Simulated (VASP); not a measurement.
Here is a VASP 6.6.1 calculation.

Contents of INCAR:

```
SYSTEM = Pd
PREC = Accurate ; ENCUT = 600
EDIFF = 1E-7 ; ISMEAR = 0
SIGMA = 0.1 ; LREAL = .FALSE.
LASPH = .TRUE. ; NELM = 60
ALGO = Normal ; ISIF = 3
LWAVE = .FALSE. ; LCHARG = .FALSE.
METAGGA = R2SCAN ; LMIXTAU = .TRUE.
LUSE_VDW = .TRUE. ; IVDW_NL = 2
BPARAM = 11.95 ; CPARAM = 0.0093
IBRION = 2 ; NSW = 90
EDIFFG = -0.005
```

Contents of KPOINTS:

```
Automatic mesh
0
G
  18 18 10
  0 0 0
```

POSCAR

```
Pd
1.0
    2.7496501800      0.0000000000      0.0000000000
   -1.3748250900      2.3812669000      0.0000000000
    0.0000000000      0.0000000000      4.4901787400
Pd
2
Direct
    0.3333333300      0.6666666700      0.2500000000
    0.6666666700      0.3333333300      0.7500000000
```

Potentials or basis: VASP PAW PBE potentials, release 64 (Pd).

The run is started by

```bash
$ cat potpaw_PBE.64/Pd/POTCAR > POTCAR
$ mpirun -np 1 vasp_std > vasp.out
```

Q: What does it give for the relaxed volume?

A: 14.87 Å³/atom.

Q: Predict the space group after relaxing (to 0.05 Å).

A: P6_3/mmc (No. 194).

Final structure:
```xyz
2
Lattice="2.7319 0.0000 0.0000 -1.3659 2.3659 0.0000 0.0000 0.0000 4.6016" Properties=species:S:1:pos:R:3 pbc="T T T"
Pd    0.0000    1.5772    1.1504
Pd    1.3659    0.7886    3.4512
```

Caveat: the PAW data sets were made with another functional, which shifts forces and pressure a little; pairwise dispersion overbinds metals, which lowers pressure and volume.
